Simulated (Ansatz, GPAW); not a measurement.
# Ballistic transport through octane-1,8-dithiol between two Pd chains, from relaxation to T(E), part 5 of 5

Aim: the conductance of octane-1,8-dithiol between two Pd chains after relaxation, and whether geometry, basis or functional moves it most.

GPAW 26.7.0 and Ansatz 0.2.0; Ansatz plane waves; relaxation of the junction with the lead ends held; PAW set soft_1 (the session's first sound run).

So far, transmission at the Fermi level (one spin): step 3 (plane waves, PBE) 8.2e-4; step 5 (single-zeta polarised basis, PBE, GPAW) 4.3e-4; step 6 (minimal basis, PBE, GPAW) 2.6e-4; step 7 (revPBE in the dzp basis: xc = "revPBE") 8.0e-4; step 8 (the structure as built: geometry = "as built", PBE, GPAW) 0.0165.

### 11. Mixing 0.02, potential alignment off: beta = 0.02, nmaxold = 3 and align = false

Mixing changes the road to self-consistency, not its end. The mixing history changes the road to self-consistency, not its end. Without the shift, lead and junction are matched by their Fermi levels alone.

This step: GPAW LCAO, PAW setups; Landauer transmission from Green's functions with principal layers (ASE), zero bias (GPAW 26.7.0).

Input file run.py:

```python
import json
import numpy as np
from ase import Atoms
from ase.transport.calculators import TransportCalculator
from gpaw import GPAW, FermiDirac
from gpaw.lcao.tools import get_lcao_hamiltonian
from scipy.linalg import eigh

# The junction with lead layers at both ends, along the third cell vector
device = Atoms(
    ['Pd', 'Pd', 'Pd', 'Pd', 'Pd', 'Pd', 'Pd', 'Pd', 'S', 'H', 'C', 'H', 'H', 'C', 'H', 'H', 'C', 'H', 'H', 'C', 'H', 'H', 'C', 'H', 'H', 'C', 'H', 'H', 'C', 'H', 'H', 'C', 'H', 'S', 'Pd', 'Pd', 'Pd', 'Pd', 'Pd', 'Pd', 'Pd', 'Pd'],
    positions=[
        [6.30359, 4.79927, 1.25000],
        [6.30359, 4.79927, 3.75000],
        [6.30359, 4.79927, 6.25000],
        [6.30359, 4.79927, 8.75000],
        [6.30359, 4.79927, 11.25000],
        [6.30359, 4.79927, 13.75000],
        [5.03860, 5.17886, 15.87406],
        [6.78906, 4.60461, 17.57476],
        [6.69999, 5.64532, 19.49247],
        [6.38910, 3.60357, 20.80058],
        [6.04579, 4.64061, 20.90329],
        [4.94798, 4.64917, 20.84933],
        [7.63919, 5.27248, 22.22533],
        [6.53798, 5.26199, 22.22618],
        [6.22011, 6.31592, 22.26470],
        [6.34383, 3.47201, 23.44358],
        [6.03615, 4.53007, 23.48911],
        [4.93339, 4.52836, 23.49520],
        [7.65459, 5.15054, 24.79231],
        [6.55147, 5.15188, 24.80381],
        [6.25058, 6.21268, 24.84074],
        [6.36074, 3.38236, 26.04387],
        [6.05965, 4.44310, 26.08070],
        [4.95653, 4.44423, 26.09212],
        [7.67765, 5.06746, 27.38894],
        [6.57488, 5.06527, 27.39525],
        [6.26677, 6.12320, 27.44067],
        [6.39194, 3.27949, 28.61996],
        [6.07364, 4.33328, 28.65840],
        [4.97244, 4.32232, 28.65949],
        [7.66381, 4.94661, 30.03469],
        [6.56599, 4.95510, 29.98093],
        [6.22269, 5.99208, 30.08355],
        [5.91247, 3.95074, 31.39210],
        [5.83300, 4.99053, 33.31073],
        [7.59211, 4.41844, 35.00293],
        [6.30359, 4.79927, 37.11205],
        [6.30359, 4.79927, 39.61205],
        [6.30359, 4.79927, 42.11205],
        [6.30359, 4.79927, 44.61205],
        [6.30359, 4.79927, 47.11205],
        [6.30359, 4.79927, 49.61205]],
    cell=[[12.60717, 0.0, 0.0], [0.0, 9.59854, 0.0], [0.0, 0.0, 50.86205]],
    pbc=True)

# One principal layer of the lead: the first 5 atoms of the device
lead = Atoms(
    ['Pd', 'Pd', 'Pd', 'Pd', 'Pd'],
    positions=[
        [6.30359, 4.79927, 1.25000],
        [6.30359, 4.79927, 3.75000],
        [6.30359, 4.79927, 6.25000],
        [6.30359, 4.79927, 8.75000],
        [6.30359, 4.79927, 11.25000]],
    cell=[[12.60717, 0.0, 0.0], [0.0, 9.59854, 0.0], [0.0, 0.0, 12.5]],
    pbc=True)

settings = dict(mode='lcao', basis='dzp', xc='PBE', h=0.2,
                occupations=FermiDirac(0.1), maxiter=250,
                mixer=dict(beta=0.02, nmaxold=3, weight=100.0),
                convergence=dict(density=0.0001))
energies = np.arange(-2, 2 + 1e-9, 0.025)
eta = 0.0001
n1, n2 = 1, 1
# k and -k transmit alike, so half of the mesh across the current serves
mesh = [(i, j) for i in range(n1) for j in range(n2) if (i, j) <= (-i % n1, -j % n2)]
weights = np.array([1 if (i, j) == (-i % n1, -j % n2) else 2 for i, j in mesh]) / (n1 * n2)


def ground_state(atoms, size, txt):
    atoms.calc = GPAW(kpts={'size': size, 'gamma': True}, symmetry={'tolerance': 1e-3}, txt=txt, **settings)
    atoms.get_potential_energy()
    return atoms.calc.get_fermi_level()


def blocks(atoms, fermi, points, nz, cells):
    """H - E_F S and S between cell 0 and the cells above it, at each point across the current."""
    kz = np.arange(nz) / nz
    calc = atoms.calc.fixed_density(kpts=[(*k, z) for k in points for z in kz], symmetry='off', txt=None)
    H, S = get_lcao_hamiltonian(calc)
    H = (H - fermi * S).reshape(len(H), len(points), nz, *S.shape[1:])
    S = S.reshape(H.shape[1:])
    phases = [np.exp(-2j * np.pi * kz * R) / nz for R in cells]
    return [(np.einsum('skzij,z->ksij', H, p), np.einsum('kzij,z->kij', S, p)) for p in phases]


def pair(a, b):
    return np.block([[a, b], [b.T.conj(), a]])


def count_channels(h, s, cells, nk=240):
    """Half the number of times that the lead's bands cross each energy, unfolded to its shortest repeat."""
    b = len(h) // cells
    bands = []
    for k in (np.arange(nk + 1) + 0.5) / nk:
        hk, sk = h[:b, :b].copy(), s[:b, :b].copy()
        for R in range(1, cells):
            phase, block = np.exp(2j * np.pi * k * R), slice(R * b, (R + 1) * b)
            hk += h[:b, block] * phase + (h[:b, block] * phase).T.conj()
            sk += s[:b, block] * phase + (s[:b, block] * phase).T.conj()
        w, u = eigh(sk)
        x = u[:, w > 1e-5] / w[w > 1e-5]**0.5  # drop near-dependent combinations
        bands.append(np.r_[eigh(x.T.conj() @ hk @ x, eigvals_only=True), [1e9] * (w <= 1e-5).sum()])
    below = np.array(bands)[:, :, None] < energies
    return (below[1:] != below[:-1]).sum((0, 1)) / 2


fermi_lead = ground_state(lead, (1, 1, 9), 'lead.txt')
fermi_device = ground_state(device, (1, 1, 2), 'device.txt')
T, channels, eigen, tail, misfit, shifts = [], [], [], 0.0, 0.0, []
for first in range(0, len(mesh), 62):
    points = [(i / n1, j / n2) for i, j in mesh[first:first + 62]]
    (H0k, S0k), (H1k, S1k), (H2k, _) = blocks(lead, fermi_lead, points, 5, range(3))
    [(Hk, Sk)] = blocks(device, fermi_device, points, 2, [0])
    tail = max(tail, abs(H2k).max())
    for H0, S0, H1, S1, H, S in zip(H0k, S0k, H1k, S1k, Hk, Sk):
        n = len(S0)
        # Lead and device are aligned by their Fermi levels alone
        shift = 0.0
        shifts.append(shift)
        misfit = max(misfit, abs(H[:, :n, :n] - H0 - shift * S0).max())
        Tk, Ck, Ek = [], [], []
        for s in range(len(H)):
            t = s % len(H0)  # a lead without moments serves both spins
            h1, s1 = pair(H0[t] + shift * S0, H1[t] + shift * S1), pair(S0, S1)
            leads = dict(h1=h1, s1=s1, energies=energies, eta=eta, eta1=eta, eta2=eta)
            calc = TransportCalculator(h=H[s], s=S, eigenchannels=3, **leads)
            Tk.append(calc.get_transmission())
            Ek.append(np.sort(calc.eigenchannels_ne, axis=0)[::-1])
            Ck.append(count_channels(h1, s1, 10))
        T.append(Tk)
        channels.append(Ck)
        eigen.append(Ek)
T, channels = np.array(T), np.array(channels)
mean, open_channels = np.einsum('kse,k->se', T, weights), np.einsum('kse,k->se', channels, weights)

print(f'basis functions: device {len(S)}, principal layer {n}')
print(f'Fermi level: lead {fermi_lead:.4f} eV, device {fermi_device:.4f} eV; lead shifted by {np.mean(shifts):.4f} eV')
print(f'largest coupling past the next layer {tail:.2e} eV, largest misfit of the first layer {misfit:.3f} eV')
print('  E-E_F (eV)   ' + 'T (one spin)  channels')
for e, t, c in zip(energies, mean.T, open_channels.T):
    print(f'{e:10.3f}  ', *[f'{x:11.4e}' for x in t], *[f'{x:9.4f}' for x in c])

kT = 8.617333e-5 * 300
fine = np.linspace(energies[0], energies[-1], 4001)
both = np.exp(np.interp(fine, energies, np.log(np.maximum(mean.sum(0) * 2 / len(mean), 1e-30))))
fermi = lambda mu: 1 / (1 + np.exp(np.clip((fine - mu) / kT, -200, 200)))
slope = fermi(0) * (1 - fermi(0)) / kT
G = np.trapezoid(both * slope, fine) / 2
seebeck = -np.trapezoid(both * slope * fine, fine) / (2 * G * 300) * 1e6
print(f'conductance at 300 K: {G:.5g} G0 a cell; thermopower {seebeck:.4g} uV/K')
bias = [0.1, 0.2, 0.5, 1.0, 1.5, 2.0]
current = [38.74 * np.trapezoid(both * (fermi(V / 2) - fermi(-V / 2)), fine) for V in bias]
for V, I in zip(bias, current):
    print(f'current from the zero-bias T(E) at {V} V: {I:.5g} uA')
zero = abs(energies).argmin()
json.dump(dict(energies=energies.tolist(), T=mean.tolist(), channels=open_channels.tolist(), G=G, seebeck=seebeck,
               bias=bias, current=current, tail=tail, misfit=misfit, shift=np.mean(shifts), n_device=len(S), n_lead=n,
               fermi=[fermi_lead, fermi_device], energy=device.get_potential_energy(),
               moments=device.get_magnetic_moments().tolist(), mesh=mesh, weights=weights.tolist(),
               T_k=T[:, :, zero].tolist(), eigen=np.array(eigen[0]).tolist()), open('result.json', 'w'))
```

Started as:

```console
OMP_NUM_THREADS=1 OPENBLAS_NUM_THREADS=1 python run.py
```

The log of the run:

```text
basis functions: device 642, principal layer 135
Fermi level: lead -4.3634 eV, device -4.1390 eV; lead shifted by 0.0000 eV
largest coupling past the next layer 1.07e-04 eV, largest misfit of the first layer 0.060 eV
  E-E_F (eV)   T (one spin)  [channel counts left out]
    -2.000    6.6390e-03
    -1.975    6.0105e-03
    -1.950    5.6286e-03
    -1.925    5.2820e-03
    -1.900    4.6374e-03
    -1.875    3.8875e-03
    -1.850    2.9063e-03
    -1.825    1.9929e-03
    -1.800    1.3083e-03
    -1.775    8.6149e-04
    -1.750    5.8900e-04
    -1.725    4.2598e-04
    -1.700    3.2773e-04
    -1.675    2.6758e-04
    -1.650    2.3034e-04
    -1.625    2.0746e-04
[...]
1.825    3.2272e-05
     1.850    3.0809e-05
     1.875    2.9418e-05
     1.900    2.8095e-05
     1.925    2.6836e-05
     1.950    2.5638e-05
     1.975    2.4496e-05
     2.000    2.3409e-05
conductance at 300 K: 0.0009601 G0 a cell; thermopower -72.09 uV/K
current from the zero-bias T(E) at 0.1 V: 0.0078089 uA
current from the zero-bias T(E) at 0.2 V: 0.017873 uA
current from the zero-bias T(E) at 0.5 V: 0.062299 uA
current from the zero-bias T(E) at 1.0 V: 0.098491 uA
current from the zero-bias T(E) at 1.5 V: 0.13934 uA
current from the zero-bias T(E) at 2.0 V: 0.14726 uA
```

It took 20 min on 1 thread of Intel Xeon 6975P-C (Granite Rapids), shared host; peak memory 2.3 GiB.

Numbers from this step:

```
conductance                                 : 9.60e-4 G₀
largest misfit of the first principal layer : 0.06045 eV
shift that aligns the lead                  : 0 eV
transmission at the Fermi level (one spin)  : 8.26e-4
```

One spin. Table of transmission, zone mean by energy, zero at the Fermi level:

```
energy (eV)  transmission, zone mean
     -2.000                  0.00664
     -1.900                  0.00464
     -1.800                  0.00131
     -1.700                   3.3e-4
     -1.600                   1.9e-4
     -1.500                   2.0e-4
     -1.400                   3.2e-4
     -1.300                  0.00128
     -1.200                   0.0860
     -1.175                    0.208
     -1.100                  0.00142
     -1.000                   1.3e-4
     -0.900                   4.0e-5
     -0.800                   2.6e-5
     -0.700                   9.1e-4
     -0.600                  0.00193
     -0.500                   2.7e-5
     -0.400                   2.8e-4
     -0.300                   5.7e-4
     -0.200                  0.00168
     -0.100                   3.6e-4
      0.000                   8.3e-4
      0.100                  0.00253
      0.200                  0.00292
      0.300                  0.00188
      0.400                  0.00124
      0.500                   8.4e-4
      0.600                   5.8e-4
      0.700                   4.2e-4
      0.800                   3.1e-4
      0.900                   2.4e-4
      1.000                   1.8e-4
      1.100                   1.4e-4
      1.200                   1.1e-4
      1.300                   9.2e-5
      1.400                   7.4e-5
      1.500                   6.0e-5
      1.600                   5.0e-5
      1.700                   4.1e-5
      1.800                   3.4e-5
      1.900                   2.8e-5
      2.000                   2.3e-5
```

Not self-consistent under bias; the bias window is split evenly. The current through one cell, from the zero-bias transmission by bias:

```csv
bias (V),"current through one cell, from the zero-bias transmission (nA)"
0.100,7.81
0.200,17.9
0.500,62.3
1.000,98.5
1.500,139
2.000,147
```

Transmission of the three most open eigenchannels against energy, zero at the Fermi level:

```
energy (eV)  channel 1  channel 2  channel 3
     -2.000    0.00664    1.4e-10    5.0e-12
     -1.900    0.00464    4.0e-10          0
     -1.800    0.00131     7.4e-9    3.9e-12
     -1.700     3.3e-4     3.3e-8    1.7e-12
     -1.600     1.9e-4     4.3e-8          0
     -1.500     2.0e-4     1.6e-8          0
     -1.400     3.2e-4     7.5e-9    2.5e-11
     -1.300    0.00128     6.2e-8    6.4e-11
     -1.200     0.0860     6.1e-8    1.8e-10
     -1.100    0.00142     3.9e-8    2.5e-10
     -1.000     1.3e-4     9.4e-8     1.0e-9
     -0.900     3.9e-5     3.2e-7     1.1e-9
     -0.800     2.4e-5     1.5e-6     1.7e-9
     -0.700     9.1e-4     1.1e-7     1.2e-8
     -0.600    0.00193     1.9e-7     1.4e-8
     -0.500     2.7e-5     7.3e-8     7.5e-9
     -0.400     2.8e-4     9.9e-8     2.9e-8
     -0.300     5.7e-4     2.5e-8     4.6e-9
     -0.200    0.00168     2.9e-6    9.6e-10
     -0.100     3.5e-4     1.2e-5    2.0e-10
      0.000     8.3e-4     5.2e-7    6.1e-11
      0.100    0.00253     3.8e-8    9.0e-12
      0.200    0.00292          0          0
      0.300    0.00188          0          0
      0.400    0.00124          0          0
      0.500     8.4e-4          0          0
      0.600     5.8e-4          0          0
      0.700     4.2e-4          0          0
      0.800     3.1e-4          0          0
      0.900     2.4e-4          0          0
      1.000     1.8e-4          0          0
      1.100     1.4e-4          0          0
      1.200     1.1e-4          0          0
      1.300     9.2e-5          0          0
      1.400     7.4e-5          0          0
      1.500     6.0e-5          0          0
      1.600     5.0e-5          0          0
      1.700     4.1e-5          0          0
      1.800     3.4e-5          0          0
      1.900     2.8e-5          0          0
      2.000     2.3e-5          0          0
```

The conductance, 9.6e-4 G₀, lies 1.0 % below that of the dzp run.

### 12. Summary of results

```json
{
 "conductance": "9.7e-4 G₀",
 "transmission at the Fermi level, mean of the spins": "8.6e-4",
 "open channels of the lead there": "4"
}
```

In words: In the dzp basis the junction conducts 9.7e-4 G₀ at 300 K, with T = 8.6e-4 a spin at the Fermi level; no smaller basis tried comes within 10 % of that conductance. Relaxation moved atoms by up to 2.4 Å and took the conductance from 0.0191 to 9.7e-4 G₀, as a ratio a larger change than the step from dzp to the minimal basis. The conductance differs from T at the Fermi level because it averages T(E) over the thermal window, about 0.09 eV wide, in which T changes. Plane waves (PBE) give T = 8.2e-4 there. The junction is in the tunnelling regime at the Fermi level. Measured against the first run (pw-pbe), the nearest curve is that of dzp-revPBE (r.m.s. 0.021) and the farthest that of asbuilt (0.035). Over the compared runs wall time goes from 262 s (sz) to 6888 s (pw-pbe), on a shared host; the plane-wave run used 4 threads and the orbital runs 1. Moves of this size go well beyond a change of bond lengths: the free chain atoms or the scatterer took up a new arrangement, and the name in the title describes the start. The leads kept an estimated spacing and the cell its length, so the junction may be under some tension or compression. The run had no spin polarisation, so a magnetic state, which chains and small molecules with open shells often have, wasn't tested. Semilocal functionals put molecular levels too near the Fermi level, so such conductances usually come out too high, and chain electrodes have a sharper density of states than real ones. An evenly spaced straight chain is an idealisation: free chains tend to dimerise, zigzag or, where a band edge lies near the Fermi level, turn magnetic. The currents use the zero-bias T(E) throughout, which holds only while the bias is small against the distance to the nearest feature. Within about eight thermal energies of the Fermi level ln T(E) bends sharply from one computed energy to the next, or the lead's channel count changes, so the thermal averages, above all the thermopower, rest on an interpolation that may be rough.

[Logs are printed without paths, hosts, clocks, repeated set-up lines and the standing remarks that a program may print on its own settings, such as how far it seeks lower states.]

[Hosts, paths, dates, database ids (printed as entryN), source tags and the programs' standing remarks are cut or masked in the printed files.]
